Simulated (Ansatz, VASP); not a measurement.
**AlRu: VASP beside Ansatz**

```
Al Ru
1.0
     2.98250    0.00000    0.00000
     0.00000    2.98250    0.00000
     0.00000    0.00000    2.98250
Al Ru
1 1
Direct
  0.00000 0.00000 0.00000
  0.50000 0.50000 0.50000
```

The cell comes from a database or a generator and needn't be the stable form of this composition.

Alike in both runs: task single point; functional PBE; k mesh 6 × 6 × 6; occupations gaussian, width 0.1 eV; no spin polarisation.

|  | VASP | Ansatz |
| --- | --- | --- |
| version | VASP 6.6.1 | Ansatz 0.2.0 |
| potentials or method | VASP PAW PBE potentials, release 64 (Al, Ru_pv) | scalar-relativistic, plane waves, PAW |
| plane-wave cutoff (eV) | 520 | 420 |
| valence electrons in the cell | 17 | 19 |

```csv
,VASP,Ansatz,Ansatz less VASP
gap on the k mesh at the Fermi level (eV),none,none,-
pressure (GPa),4.5,4.5,+0.03
```

A gap of «none» marks a metal or a gap that the smearing closes. The two sets of potentials don't hold the same shells in valence.
